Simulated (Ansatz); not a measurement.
**Phonon spectrum of KBr**

Computed with DFT PBE, scalar-relativistic, plane waves, PAW (Ansatz). Settings: 420 eV plane-wave cutoff, Γ-centred 6×6×6 mesh, fixed occupations. No spin polarisation. Phonons by linear response, acoustic sum rule imposed.

Relaxed structure:
```
K Br
1.0
     2.63108    1.51906    4.29923
    -2.63108    1.51906    4.29923
     0.00000   -3.03811    4.29923
K Br
1 1
Direct
  0.24934 0.24934 0.24934
  0.99942 0.99942 0.99942
```

It was reached by relaxing an invented guess, and it needn't be the stable form of this composition. The q mesh is coarse, so values between its points are rough.

Force constants from linear response on a 2×2×2 q mesh.

**Question.** Is the structure dynamically stable on the q mesh?

**Answer.** Yes, on this mesh: no mode is imaginary.

**Question.** Give the frequencies (cm⁻¹) at the zone-boundary points of high symmetry (interpolated where a point lies off the q mesh).

**Answer.**
```tsv
point	q	frequencies
T	-0.500 -0.500 -0.500	19 19 82 112 112 123
H2	-0.500 -0.250 -0.750	46 46 74 109 113 120
H0	-0.250 0.250 -0.500	46 46 74 109 113 120
L	0.000 0.000 -0.500	19 19 82 112 112 123
S0	0.000 0.375 -0.375	31 53 76 110 112 120
S2	-0.375 0.000 -0.625	31 53 76 110 112 120
F	-0.500 0.000 -0.500	35 35 82 112 112 122
```
